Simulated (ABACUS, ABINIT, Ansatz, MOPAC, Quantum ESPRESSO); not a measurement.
**The equilibrium volume of GaN, sorted by core time**

```
Ga N
1.0
     0.00000    2.25350    2.25350
     2.25350    0.00000    2.25350
     2.25350    2.25350    0.00000
Ga N
1 1
Direct
  0.00000 0.00000 0.00000
  0.25000 0.25000 0.25000
```

The cell is a database's computed one, not the measured one.

```tsv
rung	level	program and potentials	cutoff (eV)	k mesh	smearing	task	core time	chip	equilibrium volume (Å³/atom)	notes
GGA + dispersion	PBE+D4	Ansatz, all-electron LAPW, scalar-relativistic	-	10 × 10 × 10	fermi-dirac 0.05	relaxation of cell and atoms	17 s	Intel Xeon 6975P-C Granite Rapids	11.40	-
tight binding or semi-empirical	PM7	MOPAC, the method's own minimal valence basis	-	1 × 1 × 1	none	equation of state	18 s	Arm Neoverse V1	11.32	coarse mesh; Γ point of a 3 × 3 × 3 supercell
GGA + dispersion	PBEsol+D3(BJ)	Ansatz, all-electron LAPW, scalar-relativistic	-	10 × 10 × 10	fermi-dirac 0.05	relaxation of cell and atoms	43 s	Arm Neoverse V1	11.19	-
LDA	LDA	Ansatz, all-electron LAPW, scalar-relativistic	-	10 × 10 × 10	fermi-dirac 0.05	relaxation of cell and atoms	45 s	Arm Neoverse V1	11.07	-
GGA	PBEsol	ABACUS, PseudoDojo NC SR 0.4.1 PBEsol standard, plane waves	1143	8 × 8 × 8	fermi-dirac 0.05	relaxation of cell and atoms	47 s	AMD EPYC 7R43 Zen 3	11.39	-
GGA	PBE	ABINIT, JTH PAW PBE v2.0	707	8 × 8 × 8	fermi-dirac 0.05	relaxation of cell and atoms	61 s	Arm Neoverse V1	11.80	-
GGA	revPBE	Ansatz, all-electron LAPW, scalar-relativistic	-	10 × 10 × 10	fermi-dirac 0.05	relaxation of cell and atoms	83 s	Intel Xeon Skylake/Cascade Lake	11.95	-
GGA	PBE	Ansatz, all-electron LAPW, scalar-relativistic	-	10 × 10 × 10	fermi-dirac 0.05	relaxation of cell and atoms	85 s	Intel Xeon Skylake/Cascade Lake	11.76	-
GGA	PBE	ABINIT, PseudoDojo NC SR PBE v0.4.1 standard	1143	8 × 8 × 8	fermi-dirac 0.05	relaxation of cell and atoms	1.7 min	Intel Xeon 6975P-C Granite Rapids	11.77	-
GGA	PBEsol	ABINIT, PseudoDojo NC SR PBEsol v0.4.1 standard	1143	8 × 8 × 8	fermi-dirac 0.05	relaxation of cell and atoms	1.8 min	Arm Neoverse V1	11.39	-
GGA	PBE	ABACUS, PseudoDojo NC SR 0.4.1 PBE standard, plane waves	1143	10 × 10 × 10	fermi-dirac 0.05	equation of state	2 min	Intel Xeon Platinum 8488C Sapphire Rapids	11.77	-
LDA	LDA	Quantum ESPRESSO, PseudoDojo 0.4.1 SR LDA standard	1143	10 × 10 × 10	fermi-dirac 0.05	equation of state	2.3 min	Arm Neoverse V1	11.04	-
GGA + dispersion	revPBE+D2	Quantum ESPRESSO, PseudoDojo 0.4.1 SR PBE standard	1143	10 × 10 × 10	fermi-dirac 0.05	equation of state	2.9 min	Arm Neoverse V1	11.77	potentials made for PBE
GGA	PBE	Quantum ESPRESSO, SSSP 1.3 efficiency PBE	952	10 × 10 × 10	fermi-dirac 0.05	equation of state	5.8 min	Arm Neoverse V2	11.77	-
non-local van der Waals functional	rev-vdW-DF2	Quantum ESPRESSO, PseudoDojo 0.4.1 SR PBE standard	1143	10 × 10 × 10	fermi-dirac 0.05	equation of state	6.7 min	AMD EPYC 9R45 Zen 5	11.58	potentials made for PBE
```

Times are single runs on shared hosts and different chips, so they are rough; meshes, cutoffs and the tasks' sizes weigh on the time. All rows: no spin polarisation. Smearing widths are in eV. Meshes differ between rows, which moves values too. Meshes are those of the run's cell of 2 atoms unless a note names another. Relaxations start from the cell shown or near it and stop with a little pressure left. Runs on faulty files, with rough fits or with known faults for this quantity aren't shown. No row holds spin-orbit coupling.

By rung: LDA 11.04 to 11.07; GGA + dispersion 11.19 to 11.77; GGA 11.39 to 11.95; non-local van der Waals functional 11.58; tight binding or semi-empirical on coarse meshes 11.32 (Å³/atom).
